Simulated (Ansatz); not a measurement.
# Ni (Fm-3m) in Ansatz: a series of runs

One crystal, Ni, is run at these levels: PBE+D4, revPBE+D3(BJ); tasks: relaxation of cell and atoms.

All numbers are computed with Ansatz 0.2.0; they aren't measurements. Logs are shortened: lines on timing, memory, paths and dates and some standing lists are left out, and cuts for length are marked.

## Step 1: The crystal as given

The structure is cubic, space group Fm-3m (No. 225). The conventional cell has a = 3.475 Å, b = 3.475 Å, c = 3.475 Å, α = 90.00°, β = 90.00°, γ = 90.00°. Around Ni (site symmetry m-3m) lie 12 Ni at 2.46 Å.

## Step 2: Relaxation of cell and atoms, PBE+D4, collinear spin, ferromagnetic start

Input file input.yaml:

```yaml
crystal:
  lattice:
    - [0.0, 1.737572933, 1.737572933]
    - [1.737572933, 0.0, 1.737572933]
    - [1.737572933, 1.737572933, 0.0]
  atoms:
    - { symbol: Ni, position: [0.0, 0.0, 0.0], spin: 1.0 }
kpoints:
  mp_grid: { grid: [13, 13, 13] }
scf:
  occupations: { method: fermi_dirac, width: 0.05 }
hamiltonian:
  xc: pbe
  dispersion: d4
  pseudopotentials: { kind: all_electron, lapw: { basis_error: 0.001 } }
magnetization:
  spin_polarized: true
output:
  forces: true
  stress: true
relax:
  f_tol: 0.02
  max_steps: 60
  cell: {}
```

Potentials or basis: all-electron LAPW, scalar-relativistic.

Command:

```console
$ ansatz run input.yaml --threads 2 --pin off --max-ram 6144MiB --backend cpu --events-out ev --progress --plain --runs-dir out
```

What it wrote:

```text
Warning: RAYON_NUM_THREADS=2 ignored (pool sized by the plan → 2); use --threads N
The last accepted step is kept in <dir> (removed where the run ends without a failure and the disk answers)
LAPW: plane waves up to 9.493 Å⁻¹, error target 1.0e-3 eV per atom; small_component_spin mean_spin; Ni in spheres of 1.192 Å, 18 of its electrons in bands, Dirac shells [] (how accurate: hamiltonian.pseudopotentials.lapw.basis_error, Limitations)
Engine: ansatz 0.2.0, aarch64-unknown-linux-gnu
Pseudopotentials: kind: all_electron
Pseudopotential: Ni, LAPW, valence charge 18, lapw/all_electron/scalar/gaussian/Ni, Koelling and Harmon's equation, gaussian nucleus
Functional definition: PBE
  parameter kappa = 0.804
  parameter beta = 0.06672455060314922
  exchange = pbe_x(kappa = kappa, mu = beta*pi^2/3)
  correlation = pbe_c(beta = beta)
Crystal: 1 atoms, lattice volume = 10.492 Å³
Basis set: ecut = 343.3137125984174 eV, 169 PW (Γ), exchange–correlation at level 2
Bands: 14, of which v1, the nominal top of the filled ones, is band 9 counted from 1 (8 counted from 0)
Symmetry: 48 space group operations
Space group: Fm-3m (ITA 225), of the structure as read, at distance tolerance 2.2e-5 Å
Magnetic group: BNS 225.116 (UNI 1618), of the structure as read, at distance tolerance 2.2e-5 Å
k-points: 84 of 2197
Non-local potential: Ni, projectors of the file, none
Initial density: superposition of atomic densities (chi_scale 0.1, normalization cell)
Starting moments: Σ|m| = 1 μB on 1 of 1 site
Initial wavefunctions: plane waves of lowest kinetic energy (no species holds an atomic orbital)
Functional: x = pbe(κ = 0.804, μ = 0.2195149727645171), c = pbe(β = 0.06672455060314922)
iter 1 solved again at ethr=8.72e-6 eV; its pass at ethr=1.00e-1 eV (dr2=1.57e-3 eV) is discarded
SCF iter   1: F=—  HF=-41383.288311 eV  |F-HF|=—  |Δ(HF+E_count)|=         —  Δρ=1.54e-2 (↑1.49e-2 ↓1.54e-2)  dr2=1.58e-3  dr2_m=2.16e-2  M=0.698 μB ∫|m|=0.764 μB  β_m=0.30  ethr=8.72e-6  ⟨swp⟩=3.9  Hψ=19061  notcnv=0
Mixer restart at iter 1: flushing history
preconditioner: auto → none  [metal: Δε(μ)=0.017 eV  Ē_g=17.241 eV  σ=0.050 eV  W_gap=0.08  n_scr=0 (ndim 8)  ℏωp=36.3 eV  f_vac=0.000  D(μ)=1.74/eV (n_scr^D=26)]
SCF iter   2: F=—  HF=-41383.321535 eV  |F-HF|=—  |Δ(HF+E_count)|=         —  Δρ=1.41e-2 (↑1.39e-2 ↓1.41e-2)  dr2=7.62e-4  dr2_m=1.86e-2  M=0.638 μB ∫|m|=0.693 μB  β_m=0.30  ethr=8.72e-6  ⟨swp⟩=2.0  Hψ=6204  notcnv=0
Mixer restart at iter 2: flushing history
SCF iter   3: F=—  HF=-41383.324463 eV  |F-HF|=—  |Δ(HF+E_count)|=   2.93e-3  Δρ=9.93e-3 (↑9.81e-3 ↓9.93e-3)  dr2=3.48e-4  dr2_m=9.25e-3  M=0.636 μB ∫|m|=0.697 μB  β_m=0.64  ethr=4.23e-6  ⟨swp⟩=2.0  Hψ=6193  notcnv=0
iter 4 solved again at ethr=1.28e-8 eV; its pass at ethr=1.93e-6 eV (dr2=2.31e-6 eV) is discarded
SCF iter   4: F=—  HF=-41383.329498 eV  |F-HF|=—  |Δ(HF+E_count)|=   5.03e-3  Δρ=3.82e-4 (↑3.82e-4 ↓3.40e-4)  dr2=2.31e-6  dr2_m=1.13e-5  M=0.629 μB ∫|m|=0.709 μB  β_m=0.69  ethr=1.28e-8  ⟨swp⟩=2.3  Hψ=11662  notcnv=0
SCF iter   5: F=—  HF=-41383.329802 eV  |F-HF|=—  |Δ(HF+E_count)|=         —  Δρ=3.95e-4 (↑1.48e-4 ↓3.95e-4)  dr2=1.13e-5  dr2_m=2.75e-6  M=0.630 μB ∫|m|=0.712 μB  β_m=0.69  ethr=1.28e-8  ⟨swp⟩=3.0  Hψ=7107  notcnv=0
the basis was enlarged: its passes take 670.4 KiB over the memory plan, 2 of 2 planned eigensolver slots
SCF iter   6: F=—  HF=-41383.329753 eV  |F-HF|=—  |Δ(HF+E_count)|=   4.91e-5  Δρ=1.34e-4 (↑1.34e-4 ↓1.17e-4)  dr2=2.26e-7  dr2_m=1.39e-6  M=0.630 μB ∫|m|=0.712 μB  β_m=0.85  ethr=1.28e-8  ⟨swp⟩=3.0  Hψ=7076  notcnv=0
SCF iter   7: F=—  HF=-41383.329794 eV  |F-HF|=—  |Δ(HF+E_count)|=   4.12e-5  Δρ=1.64e-5 (↑1.43e-5 ↓1.64e-5)  dr2=1.11e-8  dr2_m=1.33e-8  M=0.630 μB ∫|m|=0.715 μB  β_m=0.75  ethr=1.26e-9  ⟨swp⟩=3.5  Hψ=7202  notcnv=0
SCF iter   8: F=—  HF=-41383.329793 eV  |F-HF|=—  |Δ(HF+E_count)|=   7.83e-7  Δρ=7.19e-6 (↑4.59e-6 ↓7.19e-6)  dr2=1.48e-9  dr2_m=2.62e-9  M=0.630 μB ∫|m|=0.715 μB  β_m=0.88  ethr=6.15e-11  ⟨swp⟩=3.0  Hψ=6960  notcnv=0
SCF iter   9: F=-41383.329794 eV  HF=-41383.329794 eV  |F-HF|=2.07e-9  |Δ(HF+E_count)|=   3.16e-7  Δρ=1.40e-6 (↑9.88e-7 ↓1.40e-6)  dr2=1.43e-11  dr2_m=1.33e-10  M=0.630 μB ∫|m|=0.715 μB  ethr=8.21e-12  ⟨swp⟩=3.0  Hψ=7102  notcnv=0
SCF 1 converged in 9 iterations: F = -41383.329794 eV  dr2 = 1.43e-11
relax step   1: F+E_penalty+E_count = -41383.32979353 eV  Δ(F+E_penalty+E_count) = +0.000e0 eV  max|allowed force component| = 0.000e0 eV/Å  Δτ_max = 0.0000 Å  P = +1.410 GPa  Ω = 10.492 Å³  (9 SCF iters, accepted)
Crystal: 1 atoms, lattice volume = 10.524 Å³
Basis set: ecut = 342.6184607209676 eV, 169 PW (Γ), exchange–correlation at level 2
Initial density: handed on by an earlier stage of this run
Starting moments: Σ|m| = 1 μB on 1 of 1 site; this step starts from the density that it was given
Initial wavefunctions: those handed on with the density
iter 1 solved again at ethr=1.26e-9 eV; its pass at ethr=1.00e-1 eV (dr2=2.26e-7 eV) is discarded
SCF iter   1: F=—  HF=-41383.330003 eV  |F-HF|=—  |Δ(HF+E_count)|=         —  Δρ=3.18e-5 (↑3.18e-5 ↓1.98e-5)  dr2=2.57e-8  dr2_m=5.08e-8  M=0.630 μB ∫|m|=0.715 μB  β_m=0.65  ethr=1.26e-9  ⟨swp⟩=5.7  Hψ=14734  notcnv=0
preconditioner: auto → none  [metal: Δε(μ)=0.016 eV  Ē_g=17.137 eV  σ=0.050 eV  W_gap=0.08  n_scr=0 (ndim 8)  ℏωp=36.2 eV  f_vac=0.000  D(μ)=1.51/eV (n_scr^D=14)]
SCF iter   2: F=—  HF=-41383.330006 eV  |F-HF|=—  |Δ(HF+E_count)|=   2.76e-6  Δρ=9.68e-6 (↑4.69e-6 ↓9.68e-6)  dr2=8.50e-9  dr2_m=2.61e-9  M=0.630 μB ∫|m|=0.715 μB  β_m=0.41  ethr=1.43e-10  ⟨swp⟩=3.0  Hψ=7111  notcnv=0
SCF iter   3: F=—  HF=-41383.330005 eV  |F-HF|=—  |Δ(HF+E_count)|=   7.37e-7  Δρ=8.55e-6 (↑8.55e-6 ↓3.87e-6)  dr2=3.49e-9  dr2_m=2.03e-9  M=0.630 μB ∫|m|=0.715 μB  β_m=0.48  ethr=4.72e-11  ⟨swp⟩=3.0  Hψ=7104  notcnv=0
SCF iter   4: F=—  HF=-41383.330006 eV  |F-HF|=—  |Δ(HF+E_count)|=   5.66e-7  Δρ=4.11e-6 (↑4.11e-6 ↓3.34e-6)  dr2=2.36e-9  dr2_m=2.28e-11  M=0.630 μB ∫|m|=0.715 μB  β_m=0.74  ethr=1.94e-11  ⟨swp⟩=3.0  Hψ=7111  notcnv=0
SCF iter   5: F=-41383.330006 eV  HF=-41383.330006 eV  |F-HF|=1.60e-8  |Δ(HF+E_count)|=   3.43e-7  Δρ=2.37e-6 (↑1.51e-6 ↓2.37e-6)  dr2=6.82e-10  dr2_m=3.40e-11  M=0.630 μB ∫|m|=0.715 μB  ethr=1.31e-11  ⟨swp⟩=3.0  Hψ=7111  notcnv=0
SCF 2 converged in 5 iterations: F = -41383.330006 eV  dr2 = 6.82e-10
relax step   2: F+E_penalty+E_count = -41383.33000616 eV  Δ(F+E_penalty+E_count) = -2.126e-4 eV  max|allowed force component| = 0.000e0 eV/Å  Δτ_max = 0.0000 Å  P = +0.726 GPa  Ω = 10.524 Å³  (5 SCF iters, accepted)
Crystal: 1 atoms, lattice volume = 10.558 Å³
Basis set: ecut = 341.8795481389715 eV, 169 PW (Γ), exchange–correlation at level 2
iter 1 solved again at ethr=1.39e-9 eV; its pass at ethr=1.00e-1 eV (dr2=2.50e-7 eV) is discarded
SCF iter   1: F=—  HF=-41383.330080 eV  |F-HF|=—  |Δ(HF+E_count)|=         —  Δρ=3.35e-5 (↑3.35e-5 ↓2.16e-5)  dr2=3.14e-8  dr2_m=5.64e-8  M=0.630 μB ∫|m|=0.716 μB  β_m=0.65  ethr=1.39e-9  ⟨swp⟩=5.7  Hψ=14721  notcnv=0
preconditioner: auto → none  [metal: Δε(μ)=0.016 eV  Ē_g=17.096 eV  σ=0.050 eV  W_gap=0.08  n_scr=0 (ndim 8)  ℏωp=36.1 eV  f_vac=0.000  D(μ)=1.52/eV (n_scr^D=26)]
SCF iter   2: F=—  HF=-41383.330083 eV  |F-HF|=—  |Δ(HF+E_count)|=   3.37e-6  Δρ=9.43e-6 (↑5.04e-6 ↓9.43e-6)  dr2=9.19e-9  dr2_m=2.38e-9  M=0.630 μB ∫|m|=0.716 μB  β_m=0.41  ethr=1.74e-10  ⟨swp⟩=3.0  Hψ=7115  notcnv=0
SCF iter   3: F=—  HF=-41383.330083 eV  |F-HF|=—  |Δ(HF+E_count)|=   8.64e-7  Δρ=8.74e-6 (↑8.74e-6 ↓4.65e-6)  dr2=4.29e-9  dr2_m=2.03e-9  M=0.630 μB ∫|m|=0.716 μB  β_m=0.47  ethr=5.11e-11  ⟨swp⟩=3.0  Hψ=7108  notcnv=0
SCF iter   4: F=—  HF=-41383.330083 eV  |F-HF|=—  |Δ(HF+E_count)|=   7.09e-7  Δρ=4.16e-6 (↑4.08e-6 ↓4.16e-6)  dr2=2.89e-9  dr2_m=1.28e-11  M=0.630 μB ∫|m|=0.716 μB  β_m=0.74  ethr=2.38e-11  ⟨swp⟩=3.0  Hψ=7115  notcnv=0
SCF iter   5: F=-41383.330084 eV  HF=-41383.330084 eV  |F-HF|=1.95e-8  |Δ(HF+E_count)|=   4.41e-7  Δρ=2.68e-6 (↑1.68e-6 ↓2.68e-6)  dr2=8.63e-10  dr2_m=4.66e-11  M=0.630 μB ∫|m|=0.716 μB  ethr=1.61e-11  ⟨swp⟩=3.0  Hψ=7115  notcnv=0
SCF 3 converged in 5 iterations: F = -41383.330084 eV  dr2 = 8.63e-10
relax step   3: F+E_penalty+E_count = -41383.33008374 eV  Δ(F+E_penalty+E_count) = -7.758e-5 eV  max|allowed force component| = 0.000e0 eV/Å  Δτ_max = 0.0000 Å  P = +0.007 GPa  Ω = 10.558 Å³  (5 SCF iters, accepted)
iter 1 solved again at ethr=1.00e-12 eV; its pass at ethr=1.00e-1 eV (dr2=3.66e-11 eV) is discarded
SCF iter   1: F=—  HF=-41383.330084 eV  |F-HF|=—  |Δ(HF+E_count)|=         —  Δρ=6.35e-7 (↑3.05e-7 ↓6.35e-7)  dr2=3.66e-11  dr2_m=2.79e-12  M=0.630 μB ∫|m|=0.716 μB  β_m=0.65  ethr=1.00e-12  ⟨swp⟩=5.2  Hψ=12969  notcnv=0
preconditioner: auto → none  [metal: Δε(μ)=0.016 eV  Ē_g=17.098 eV  σ=0.050 eV  W_gap=0.08  n_scr=0 (ndim 8)  ℏωp=36.1 eV  f_vac=0.000  D(μ)=1.52/eV (n_scr^D=26)]
SCF iter   2: F=—  HF=-41383.330084 eV  |F-HF|=—  |Δ(HF+E_count)|=   3.28e-9  Δρ=3.92e-7 (↑1.18e-7 ↓3.92e-7)  dr2=6.34e-12  dr2_m=4.54e-12  M=0.630 μB ∫|m|=0.716 μB  β_m=0.56  ethr=1.00e-12  ⟨swp⟩=3.0  Hψ=7038  notcnv=0
SCF iter   3: F=-41383.330084 eV  HF=-41383.330084 eV  |F-HF|=4.39e-9  |Δ(HF+E_count)|=   2.76e-9  Δρ=1.37e-6 (↑8.05e-7 ↓1.37e-6)  dr2=2.11e-10  dr2_m=1.73e-11  M=0.630 μB ∫|m|=0.716 μB  ethr=1.00e-12  ⟨swp⟩=2.9  Hψ=6525  notcnv=0
SCF 4 converged in 3 iterations: F = -41383.330084 eV  dr2 = 2.11e-10
relax step   4: F+E_penalty+E_count = -41383.33008368 eV  Δ(F+E_penalty+E_count) = +5.599e-8 eV  max|allowed force component| = 0.000e0 eV/Å  Δτ_max = 0.0000 Å  P = +0.007 GPa  Ω = 10.558 Å³  stress off target by 6.63e-3 GPa  SCF on the basis re-selected at this cell (its energy is not comparable with the rows above)  (3 SCF iters)
basis re-selected at this cell: Δ(F+E_penalty+E_count) = +5.599e-8 eV, ΔP = -0.001 GPa vs the last step (what re-selecting the basis moved, after the strain that the cell walked since its last selection, with what the two solves' SCF thresholds leave and, on support functions, any second-order correction that the steps lacked; it is no measure of the basis error at this ecutwfc). This SCF's stress stands 6.63e-3 GPa from its target on what of the cell is left free (relax.cell.stress_tol is 5.00e-2 GPa) and its largest allowed force component is 0.00e0 eV/Å (relax.f_tol is 2.00e-2 eV/Å): within both
SCF converged after 3 iterations
Magnetization: 0.6303 μB (9.3151 up, 8.6849 down)
Absolute magnetization: 0.7160 μB (∫|ρ↑−ρ↓|)
Spin contamination: 0.0065 ħ² per cell (⟨S²⟩ above its minimum at these occupations)
Per-site moments (μB) at R_I (Å): [(0.6594362441551578, 1.1942872262171211)]
Free energy (F): -41383.330084 eV
Harris-Foulkes:  -41383.330084 eV  (|F-HF|=4.39e-9)
Internal energy: -41383.317519 eV  (E = F + TS)
E sigma→0 (E₀):  -41383.323801 eV
Entropy (-TS):   -0.012565 eV (-12.565 meV/atom)
Fermi energy:    19.014137 eV
--- Per-component energies (eV) ---
  E_band       = -270.717908
  E_kinetic    = 42046.815918
  E_xc         = -1731.089340
  E_electrostatic = -81698.576391  (all electrons and nuclei)
  E_disp       = -0.467705  (pairwise vdW)
  E_smearing   = -0.012565  (= −TS)
  E_closure    = 0.000000  (closes the sum)
  E_atoms      = -41375.755904  (free atoms, spherical and without spin; not in F)
  Σ components = -41383.330084   (vs F -41383.330084, Δ=0.00e0)
  Basis errors (estimates in eV, not in F): energy 2.4e-4 per atom: plane waves 2.2e-4 (1.1e-4 summed), levels above the bands 9.6e-175, relativity 9.6e-9, radial functions 2.6e-5, core shells 1.4e-9; eigenvalues (radial functions only) 2.0e-6; not estimated: angular momenta, meshes, grids; target (lapw.basis_error) 1.0e-3; muffin-tin radii Ni 1.194 Å
--- Forces (eV/Å), atoms counted from 1 ---
  atom   1  Ni    -0.00000000    -0.00000000    -0.00000000
  max |Σ_I F_I| component: 1.54e-32 eV/Å
--- Stress (GPa, compression-positive) ---
        0.006634      -0.000000       0.000000
       -0.000000       0.006634      -0.000000
        0.000000      -0.000000       0.006634
  P = ⅓ Tr σ = 0.0066 GPa (0.066 kbar)
--- Relaxed structure (3 steps of the walk, 3 accepted, 1 SCFs on fresh bases) ---
  F+E_penalty+E_count = -41383.33008368 eV   max|allowed force component| = 0.000e0 eV/Å   (the final SCF, on the basis selected at the relaxed cell)
  cell:  # Å, volume = 10.5581 Å³
    - [3.7578368742604974e-34, 1.7412136266525062, 1.7412136266525062]
    - [1.7412136266525062, 3.821529024671692e-35, 1.7412136266525062]
    - [1.7412136266525062, 1.7412136266525062, 1.4649194594574822e-34]
  atoms:
    - { symbol: Ni, position: [0.0, 0.0, 0.0] }
```

Run time: 24 s. Hardware: 2 threads of Arm Neoverse V1, shared host; peak memory 0.35 GiB.

What came out:

```yaml
Free_energy: -41383.3301 eV
Relaxed_volume: 10.56 Å³/atom
Relaxed_cell: a = 2.462 Å, b = 2.462 Å, c = 2.462 Å, α = 60.00°, β = 60.00°, γ = 60.00°
Space_group_after_relaxing_to_0.05_Å: Fm-3m (No. 225)
Energy_gained_by_relaxing: 0.3 meV/atom
Ionic_steps: 4
Pressure_after_relaxing: 0.0 GPa
Net_moment: 0.63 μB per cell
Absolute_moment: 0.72 μB per cell
Site_moments: Ni +0.66 μB
```

Step by step:
| step | energy change (eV) | largest force (eV/Å) | volume (Å³) |
| --- | --- | --- | --- |
| 1 | 0.0000 | 0.0000 | 10.49 |
| 2 | -0.0002 | 0.0000 | 10.52 |
| 3 | -0.0003 | 0.0000 | 10.56 |
| 4 | -0.0003 | 0.0000 | 10.56 |

Final structure:
```xyz
1
Lattice="0.0000 1.7412 1.7412 1.7412 0.0000 1.7412 1.7412 1.7412 0.0000" Properties=species:S:1:pos:R:3 pbc="T T T"
Ni    0.0000    0.0000    0.0000
```

## Step 3: Relaxation of cell and atoms, revPBE+D3(BJ), collinear spin, ferromagnetic start

input.yaml: that of step 2 with these lines changed.

```diff
@@ -12,4 +12,4 @@
 hamiltonian:
-  xc: pbe
-  dispersion: d4
+  xc: revpbe
+  dispersion: d3bj
   pseudopotentials: { kind: all_electron, lapw: { basis_error: 0.001 } }
```

Potentials or basis: all-electron LAPW, scalar-relativistic.

Command:

```console
$ ansatz run input.yaml --threads 2 --pin off --max-ram 6144MiB --backend cpu --events-out ev --progress --plain --runs-dir out
```

Run time: 26 s. Hardware: 2 threads of Arm Neoverse V1, shared host; peak memory 0.36 GiB.

Results (log left out):

- Free energy: -41387.3501 eV
- Relaxed volume: 10.38 Å³/atom
- Relaxed cell: a = 2.448 Å, b = 2.448 Å, c = 2.448 Å, α = 60.00°, β = 60.00°, γ = 60.00°
- Space group after relaxing (to 0.05 Å): Fm-3m (No. 225)
- Energy gained by relaxing: 0.8 meV/atom
- Ionic steps: 4
- Pressure after relaxing: 0.0 GPa
- Net moment: 0.63 μB per cell
- Absolute moment: 0.72 μB per cell
- Site moments: Ni +0.66 μB

Step by step:
| step | energy change (eV) | largest force (eV/Å) | volume (Å³) |
| --- | --- | --- | --- |
| 1 | 0.0000 | 0.0000 | 10.49 |
| 2 | -0.0006 | 0.0000 | 10.44 |
| 3 | -0.0008 | 0.0000 | 10.38 |
| 4 | -0.0008 | 0.0000 | 10.38 |

Final structure:
```cif
data_structure
_symmetry_space_group_name_H-M 'P 1'
_symmetry_Int_Tables_number 1
_cell_length_a 2.4484
_cell_length_b 2.4484
_cell_length_c 2.4484
_cell_angle_alpha 60.000
_cell_angle_beta 60.000
_cell_angle_gamma 60.000
_cell_volume 10.38
loop_
_atom_site_label
_atom_site_type_symbol
_atom_site_fract_x
_atom_site_fract_y
_atom_site_fract_z
_atom_site_occupancy
Ni1 Ni 0.00000 0.00000 0.00000 1
```
